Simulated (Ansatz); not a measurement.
# SrO: the cost of one run

Method: DFT PBE, scalar-relativistic, plane waves, PAW, in Ansatz 0.2.0.

The COD entry's cell or inner coordinates are ideal or old and differ from later refinements, so a difference from it is no clean test against experiment.

2 further runs of the same task are left out: 2 set aside as unsound or not needed.

### Step 1. The system as given

Symmetry: Fm-3m, No. 225, cubic system. Conventional cell: a = 5.195 Å, b = 5.195 Å, c = 5.195 Å, α = 90.00°, β = 90.00°, γ = 90.00°. Sr (site symmetry m-3m) is surrounded by 6 O at 2.60 Å. Around O (site symmetry m-3m) lie 6 Sr at 2.60 Å.

Structure file:

```xyz
2
Lattice="0.0000 2.5974 2.5974 2.5974 0.0000 2.5974 2.5974 2.5974 0.0000" Properties=species:S:1:pos:R:3 pbc="T T T"
Sr    2.5974    2.5974    2.5974
O     0.0000    0.0000    0.0000
```

This cell was relaxed beforehand with the same method: volume 17.52 Å³/atom, gap on the mesh 3.33 eV.

### Step 2. Electronic structure at the relaxed geometry

input.yaml

```yaml
crystal:
  lattice:
    - [0.0, 2.5973730518, 2.5973730518]
    - [2.5973730518, 0.0, 2.5973730518]
    - [2.5973730518, 2.5973730518, 0.0]
  atoms:
    - { symbol: Sr, position: [0.5, 0.5, 0.5] }
    - { symbol: O, position: [0.0, 0.0, 0.0] }
basis:
  ecutwfc: 420
kpoints:
  mp_grid: { grid: [8, 8, 8] }
  band_path:
    path:
      - [[0.0, 0.0, 0.0], [0.5, 0.0, 0.5], [0.625, 0.25, 0.625]]
      - [[0.375, 0.375, 0.75], [0.0, 0.0, 0.0], [0.5, 0.5, 0.5], [0.5, 0.25, 0.75], [0.5, 0.0, 0.5]]
    npoints: 14
hamiltonian:
  xc: pbe
scf:
  occupations: { method: gaussian, width: 0.02 }
  n_extra_bands: 6
output:
  forces: true
  stress: true
  eigenvalues: true
  populations: true
  dos: { projected: true, de: 0.02, nscf_kmesh: { grid: [12, 12, 12] } }
  bader: true
  write_density: true
  write_potential: true
  elf: true
  volumetric_format: npy
```

Command:

```bash
$ ansatz run input.yaml --threads 1 --pin off --max-ram 2560MiB --backend cpu --events-out ev --progress --plain --runs-dir out
```

Q: Estimate wall time and peak memory on 1 thread of Arm Neoverse V1, shared host.

About 9.7 s, with a peak of 0.28 GiB.
